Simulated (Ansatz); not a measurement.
Barium (hcp) across density functionals

All rows: Ansatz, plane waves with scalar-relativistic PAW, 420 eV (500 eV for the SCAN forms), relaxed under each functional, no dispersion correction, no zero-point motion. B₀ comes from uniform scaling at fixed shape; a dash is a value not given.

```csv
functional,V (Å³/atom),cell,B₀ (GPa),magnetic state,ΔE to bcc (meV/atom)
PBE,63.74,"a = 4.478 Å, c = 7.339 Å (c/a = 1.639)",8,spin not included,14
r²SCAN,66.35,"a = 4.527 Å, c = 7.476 Å (c/a = 1.651)",8,spin not included,32
PBEsol,57.93,"a = 4.340 Å, c = 7.101 Å (c/a = 1.636)",8,spin not included,12
revPBE,67.68,"a = 4.567 Å, c = 7.493 Å (c/a = 1.641)",8,spin not included,14
RPBE,69.01,"a = 4.597 Å, c = 7.543 Å (c/a = 1.641)",7,spin not included,15
BLYP,66.85,"a = 4.553 Å, c = 7.449 Å (c/a = 1.636)",8,spin not included,10
```

PBEsol gives the smallest volume and RPBE the largest.
